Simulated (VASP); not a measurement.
Crystal: Te.

```
Te
1.0
     4.60135    0.00000    0.00000
    -2.30068    3.98489    0.00000
     0.00000    0.00000    5.90006
Te
3
Direct
  0.25670 0.00000 0.33333
  0.00000 0.25670 0.66667
  0.74330 0.74330 0.00000
```

```yaml
Program: VASP 6.6.1
Task: relaxation of cell and atoms
Functional: PBEsol
Potentials_or_basis: VASP PAW PBE potentials, release 64 (Te)
Cutoff: 300 eV
k_mesh: 9 × 9 × 6
Occupations: gaussian, width 0.1 eV
Spin: no spin polarisation
```

At the start: pressure -1.6 GPa; volume 36.06 Å³/atom.

**Question.** Where does the relaxation end?

**Answer.** Over 15 steps the energy falls by 38.4 meV/atom and the volume is 32.01 Å³/atom (-11.2 %); space group P3_121 (No. 152, to 0.05 Å).

The path:
| step | energy change (eV) | largest force (eV/Å) | pressure (GPa) | volume (Å³) |
| --- | --- | --- | --- | --- |
| 1 | 0.0000 | 0.1674 | -1.56 | 108.18 |
| 2 | -0.0284 | 0.4477 | 0.49 | 102.78 |
| 3 | -0.0285 | 0.4344 | 0.39 | 103.02 |
| 4 | -0.0595 | 0.3541 | 0.42 | 101.02 |
| 5 | -0.1047 | 0.1646 | 1.22 | 95.10 |
| 6 | -0.0968 | 0.1118 | -1.72 | 99.34 |
| 7 | -0.1142 | 0.0361 | -0.11 | 96.86 |
| 8 | -0.1142 | 0.0385 | -0.08 | 96.83 |
| 9 | -0.1146 | 0.0313 | -0.06 | 96.64 |
| 10 | -0.1152 | 0.0103 | 0.03 | 96.10 |
| 11 | -0.1153 | 0.0065 | 0.03 | 95.99 |
| 12 | -0.1152 | 0.0046 | 0.04 | 95.94 |
| 13 | -0.1152 | 0.0055 | 0.05 | 95.97 |
| 14 | -0.1152 | 0.0117 | -0.12 | 96.19 |
| 15 | -0.1153 | 0.0010 | 0.01 | 96.03 |

Final structure:
```
Te
1.0
     4.31092    0.00000    0.00000
    -2.15546    3.73337    0.00000
     0.00000    0.00000    5.96659
Te
3
Cartesian
  1.2276 0.0000 1.9889
  3.6971 1.0631 3.9777
  1.5417 2.6702 0.0000
```

Caveat: the PAW data sets were made with another functional, which shifts forces and pressure a little.
